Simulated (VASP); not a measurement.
**MgO2 under changes of volume**

One of the cells (9.513 Å³/atom); the others are scaled copies at fixed shape and fractional positions:

```
Mg O
1.0
     1.55103    0.89549    3.42445
    -1.55103    0.89549    3.42445
     0.00000   -1.79097    3.42445
Mg O
1 2
Cartesian
  0.0000 0.0000 0.0000
  0.0000 0.0000 5.8663
  0.0000 0.0000 4.4070
```

The cell comes from a database or a generator and needn't be the stable form of this composition.

```yaml
Program: VASP 6.6.1
Functional: LDA
Potentials_or_basis: VASP PAW LDA potentials, release 64 (Mg, O)
Cutoff: 520 eV
k_mesh: 8 × 8 × 8
Occupations: gaussian, width 0.02 eV
Spin: no spin polarisation
```

```tsv
volume (Å³/atom)	energy over the lowest point (meV/atom)	pressure (GPa)	gap on the mesh (eV)	largest force (eV/Å)
9.132	?	?	?	?
9.322	2.83	3.8	2.66	0.126
9.513	0.00	0.4	2.52	0.020
9.703	1.01	-2.6	2.40	0.079
9.893	5.49	-5.4	2.28	0.172
```

Q: What does the run at 9.132 Å³/atom give?

A: Energy over the lowest point 9.92 meV/atom; pressure 7.6 GPa; gap on the mesh 2.79 eV; largest force 0.239 eV/Å.

Worked out: A Birch-Murnaghan fit of order 2 (a polynomial in V^(-2/3)) to the other rows has its minimum at 9.55 Å³/atom with B0 = V·E''(V) = 158 GPa at fixed shape and positions, which overstates the stiffness. It gives 9.89 meV/atom at 9.132 Å³/atom, against the run's 9.92, and -dE/dV = 7.9 GPa, against 7.6. A straight line through the other rows of the gap, of slope -6.36 eV per unit of ln V (its deformation potential), extrapolates to 2.79 eV, against the run's 2.79.

Energies are extrapolated to zero smearing.

A mesh can miss the band edges.
